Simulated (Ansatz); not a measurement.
**GeS (Pnma) from LDA to hybrids**

From the experimental literature:
- lattice constant a: 10.494 Å (a, out-of-plane axis (Pnma); 300 K; single-crystal XRD; “Unraveling electronic structure of GeS through ARPES and its correlation with anisotropic optical and transport behavior”, 2024, arxiv:2405.14817)
- lattice constant b: 3.642 Å (b, in-plane zigzag axis (Pnma); 300 K; single-crystal XRD; “Unraveling electronic structure of GeS through ARPES and its correlation with anisotropic optical and transport behavior”, 2024, arxiv:2405.14817)
- lattice constant c: 4.305 Å (c, in-plane armchair axis (Pnma); 300 K; single-crystal XRD; “Unraveling electronic structure of GeS through ARPES and its correlation with anisotropic optical and transport behavior”, 2024, arxiv:2405.14817)

The calculated numbers come from the plane-wave code Ansatz. The values are computed, non-magnetic.

An 8-atom cell of GeS started from a crystallographic database, relaxed with r2SCAN+rVV10. Space group Pnma (No. 62), orthorhombic; a = 10.608 Å, b = 3.608 Å, c = 4.422 Å in the conventional setting, 21.16 Å³ an atom. Around Ge lie 3 S at 2.42–2.44 Å; around S lie 3 Ge at 2.42–2.44 Å.

```
Ge S
1.0
    10.60781    0.00000    0.00000
     0.00000    3.60810    0.00000
     0.00000    0.00000    4.42234
Ge S
4 4
Direct
  0.12508 0.25000 0.12823
  0.37492 0.75000 0.62823
  0.62508 0.25000 0.37177
  0.87492 0.75000 0.87177
  0.84723 0.25000 0.51187
  0.65277 0.75000 0.01187
  0.34723 0.25000 0.98813
  0.15277 0.75000 0.48813
```

Band edges at fixed r2SCAN+rVV10 geometry:
```
   level  k mesh  gap (eV)    kind  edges  least direct gap (eV)       rough cost
     LDA   4×8×6      1.01  direct      Γ                   1.01  30 core-seconds
     PBE   4×8×6      1.10  direct      Γ                   1.10  50 core-seconds
 PBE+SOC   4×8×6      1.10  direct      Γ                   1.10   5 core-minutes
  r2SCAN   4×8×6      1.30  direct      Γ                   1.30  70 core-seconds
 r2SCANh   2×4×4      1.77  direct      Γ                   1.77   9 core-minutes
   HSE06   2×4×4      1.69  direct      Γ                   1.69   7 core-minutes
DDH-PBE0   2×4×4      1.52  direct      Γ                   1.52  14 core-minutes
    PBE0   2×4×4      2.36  direct      Γ                   2.36   7 core-minutes
```
PBE, PBE+SOC: smearing of 0.02 eV; the others have fixed occupations.
Wave cutoffs: 420 eV, 500 eV (r2SCAN, r2SCANh).
Costs come from shared machines and give only the order; PBE's includes the band path. The runs had 4 threads of Arm Neoverse V2 (shared host).

HSE06 gives a direct gap of 1.69 eV at Γ. Spin-orbit coupling changes the PBE gap by 0.00 eV, to 1.10 eV.

r2SCAN covers 33 % of the step from PBE to HSE06, while HSE06 needs about 6 times r2SCAN's cost (on a coarser mesh). Spin-orbit coupling moves the least or the direct gap by up to 0.01 eV, so it can be left out where a tenth of an eV counts. Among these functionals the gap stays direct.

PBE (ground state on 2×6×6): The electronic dielectric tensor ε∞ is 11.76, 12.04 and 11.33 along x, y and z. Born charges, averaged over directions: Ge +2.70, S -2.70 e.

Comparison with experiment:
- Lattice constant a, measured 10.494 Å: r2SCAN+rVV10 10.608 (+1.1 %).
- Lattice constant b, measured 3.642 Å: r2SCAN+rVV10 3.608 (-0.9 %).
- Lattice constant c, measured 4.305 Å: r2SCAN+rVV10 4.422 (+2.7 %).
The calculated lattice is static; the measured one holds thermal expansion and zero-point motion. Reports marked as nanostructured, strained, doped, implanted or mixed samples, and transport gaps, were set aside.

Only the levels marked +SOC include spin-orbit coupling.

The meshes of the hybrids are coarse, so their gaps aren't converged to the digits shown.
